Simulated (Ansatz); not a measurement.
Crystal: NaF (Villiaumite).

```
Na F
1.0
     0.00000    2.32000    2.32000
     2.32000    0.00000    2.32000
     2.32000    2.32000    0.00000
Na F
1 1
Cartesian
  0.0000 0.0000 0.0000
  2.3200 2.3200 2.3200
```

Base run:

```yaml
Program: Ansatz 0.2.0
Functional: r2SCAN
Potentials_or_basis: Ansatz PAW
Cutoff: 500 eV
Density_cutoff: 2000 eV
k_mesh: 6 × 6 × 6
Occupations: fermi-dirac, width 0.05 eV
Spin: no spin polarisation
```

Its results: band gap on the k mesh 7.11 eV, direct; pressure -1.5 GPa.

Question: The run is repeated on the same cell with these changes: functional from r2SCAN to BLYP; cutoff from 500 eV to 420 eV; density cutoff from 2000 eV to 1680 eV. What comes out?

Answer: Band gap on the k mesh 6.37 eV, direct; pressure 2.4 GPa.

r2SCAN gives the wider gap, since meta-GGAs in the generalised Kohn-Sham scheme recover part of the derivative discontinuity.

Caveats: the PAW data sets come from PBE, with cores solved anew for the run's functional, which leaves a small shift of forces and pressure; the density of states is complete only up to the lowest level of the last band computed; the potentials were made for another functional, which shifts forces and pressure (some runs).

A k mesh can miss the band edges.

Not every run made on this cell is shown here.
